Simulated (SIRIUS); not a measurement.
Cs: equation of state with PBE

Cs:

```xyz
1
Lattice="-3.1285 3.1285 3.1285 3.1285 -3.1285 3.1285 3.1285 3.1285 -3.1285" Properties=species:S:1:pos:R:3 pbc="T T T"
Cs    0.0000    0.0000    0.0000
```

```json
{"Program": "SIRIUS 7.12.0", "Task": "equation of state", "Functional": "PBE", "Potentials or basis": "all-electron FP-LAPW", "Cutoff": "170 eV", "Basis": "apw+lo standard", "k mesh": "6 × 6 × 6", "Occupations": "fermi-dirac, width 0.05 eV", "Spin": "no spin polarisation", "Muffin tin radii": "Cs 2.54 bohr", "Basis cutoff (gk_cutoff)": "3.54 1/bohr", "Cutoff of density and potential (pw_cutoff)": "20 1/bohr", "lmax of the basis": "10", "lmax of density and potential": "8", "Valence relativity": "iora", "Core states": "Cs 1s2s2p3s3p3d4s"}
```

| Property | Result |
| --- | --- |
| Equilibrium volume | 117.50 Å³/atom |
| Bulk modulus | 2.1 GPa |
| Pressure derivative of the bulk modulus | 5.8 (rough: it moves with the points fitted) |

Energy against volume, from the lowest point:
| volume (Å³/atom) | energy (meV/atom) |
| --- | --- |
| 115.128 | 0.33 |
| 117.578 | 0.00 |
| 120.027 | 0.31 |
| 122.477 | 1.29 |
| 124.926 | 2.66 |
| 127.376 | 4.48 |
| 129.825 | 6.73 |

Run time: 9.3 min on 1 thread of Intel(R) Xeon(R) Platinum 8259CL CPU @ 2.50GHz (Skylake/Cascade Lake) (shared host), peak memory 0.67 GiB.

Spin-orbit coupling is left out, which matters for the levels of Cs.
